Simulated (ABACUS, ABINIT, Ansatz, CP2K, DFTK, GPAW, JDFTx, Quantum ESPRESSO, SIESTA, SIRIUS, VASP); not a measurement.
**One calculation of Mg, 12 ways**

```xyz
2
Lattice="3.2093 0.0000 0.0000 -1.6046 2.7793 0.0000 0.0000 0.0000 5.2103" Properties=species:S:1:pos:R:3 pbc="T T T"
Mg    1.6047    0.9264    3.9077
Mg    0.0000    1.8529    1.3026
```

Alike in all runs: task single point; functional PBE; k mesh 10 × 10 × 5; occupations fermi-dirac, width 0.05 eV; no spin polarisation; no spin-orbit coupling. Pressure is positive in compression and, in plane waves, holds the error of the finite cutoff, which Ansatz's Pulay term estimates and takes out.

```tsv
program and potentials	plane-wave cutoff (eV)	notes	pressure (GPa)
SIESTA, files PseudoDojo sr-pbe-0.4.1-standard, DZP (energy shift 0.003 Ry; two zetas on semicore shells)	-	atomic basis; 10 valence electrons an atom on average	1.04
Quantum ESPRESSO, SSSP 1.3 efficiency PBE	748	2 valence electrons an atom on average	-0.49
DFTK, PseudoDojo SR PBE 0.4.1 standard (PBE)	1143	10 valence electrons an atom on average	-0.36
ABINIT, JTH PAW PBE v2.0	517	10 valence electrons an atom on average	-0.77
JDFTx, PseudoDojo-SR-PBE-0.5-standard	1143	10 valence electrons an atom on average	-0.34
Ansatz, all-electron LAPW, scalar-relativistic	-	-	-0.39
ABACUS, PseudoDojo NC SR 0.4.1 PBE standard, plane waves	1143	10 valence electrons an atom on average	-0.35
CP2K, POTENTIAL_UZH Mg GTH-PBE-q10; TZVP-MOLOPT-PBE-GTH basis	-	atomic basis; 10 valence electrons an atom on average	0.66
GPAW, GPAW PAW data sets (gpaw-data 1.2.1)	800	10 valence electrons an atom on average	-0.45
VASP, PBE PAW files Mg, 520 eV	520	2 valence electrons an atom on average	-0.49
SIRIUS, PseudoDojo 0.4.1 PBE standard (scalar relativistic)	1152	10 valence electrons an atom on average	-0.34
Ansatz, Ansatz PAW (earlier soft set)	420	10 valence electrons an atom on average	-0.38
```

The pressure spans -0.77 (ABINIT, JTH PAW PBE v2.0) to 1.04 GPa (SIESTA, files PseudoDojo sr-pbe-0.4.1-standard, DZP (energy shift 0.003 Ry; two zetas on semicore shells)), with all-electron results at -0.39. Rows in atomic bases carry the error of their basis and grid, which can be large.

The functional is the same throughout but for its coding, so the spread measures potentials, basis and numerics; runs on potential files found faulty are left out.
